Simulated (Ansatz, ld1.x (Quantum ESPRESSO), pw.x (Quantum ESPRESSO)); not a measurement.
What a changed setting does to a pw.x run (bcc Sr)

Potential: PAW, ld1.x (Quantum ESPRESSO) 7.5, PBE; core [Ar] 3d10, reference 4s2 4p6 4d0 5s2 5p0; waves: 4s (bound): rcut 1.85, rcutus 2.25 bohr; 5s (bound): rcut 1.85, rcutus 2.25 bohr; 4p (bound): rcut 2.10, rcutus 2.50 bohr; 5p (bound, empty): rcut 2.10, rcutus 2.50 bohr; 4d (bound, empty): rcut 3.20, rcutus 3.85 bohr; 4d channel at 1.45 Ry: rcut 3.20, rcutus 3.85 bohr; local part: all-electron potential smoothed inside 2.25 bohr (lloc = -2); core correction: Bessel-smoothed model core inside 2.20 bohr; augmentation: BESSEL, radius 1.90 bohr.

The reference run (k-mesh 10³, cutoffs 40/320 Ry, Fermi–Dirac 0.01 Ry, mixing_beta 0.4, conv_thr 1e-9, no spin) gives -0.03 GPa at 54.586 Å³/atom, where all-electron LAPW gives 0.01 GPa. This run, with its own iteration cap, changes conv_thr to 1.0, a wrong or extreme entry chosen on purpose.

```
&control
  calculation='scf', prefix='x', pseudo_dir='./', outdir='./tmp', tstress=.true., disk_io='none'
/
&system
  ibrav=0, nat=1, ntyp=1, ecutwfc=40, ecutrho=320, nbnd=12,
  occupations='smearing', smearing='fd', degauss=0.01
/
&electrons
  conv_thr=1, mixing_beta=0.4, electron_maxstep=70
/
ATOMIC_SPECIES
Sr 1.0 Sr.UPF
CELL_PARAMETERS angstrom
  -2.38968373 2.38968373 2.38968373
  2.38968373 -2.38968373 2.38968373
  2.38968373 2.38968373 -2.38968373
ATOMIC_POSITIONS crystal
Sr 0.0000 0.0000 0.0000
K_POINTS automatic
10 10 10 0 0 0
```

```bash
pw.x < Sr.scf.in > Sr.scf.out
```

Question: How does the run end?

Answer: It converges in 1 iterations; the free energy moves by +5.1 meV/atom and the pressure by +0.87 GPa. The result is not a property of the crystal.

```
Message from routine setup:
     using ibrav=0 with symmetry is DISCOURAGED, use correct ibrav instead
     lattice parameter (alat)  =       7.8217  a.u.
     unit-cell volume          =     368.3646 (a.u.)^3
     number of electrons       =        10.00
     number of Kohn-Sham states=           12
     kinetic-energy cutoff     =      40.0000  Ry
     charge density cutoff     =     320.0000  Ry
     scf convergence threshold =      1.0E+00
     Exchange-correlation= SLA  PW   PBX  PBC
     number of k points=    47  Fermi-Dirac smearing, width (Ry)=  0.0100
     iteration #  1     ecut=    40.00 Ry     beta= 0.40
     the Fermi energy is     5.0157 ev
!    total energy              =    -260.25168875 Ry
     estimated scf accuracy    <       0.00325857 Ry
     smearing contrib. (-TS)   =      -0.00602495 Ry
     convergence has been achieved in   1 iterations
          total   stress  (Ry/bohr**3)                   (kbar)     P=        8.31
     Message from routine punch:
     Nothing written, as per user request (disk_io='none')
```

The run took about 4.9 s on one core of a shared host (Neoverse-V2, 96 threads, 742 GiB, load 51).
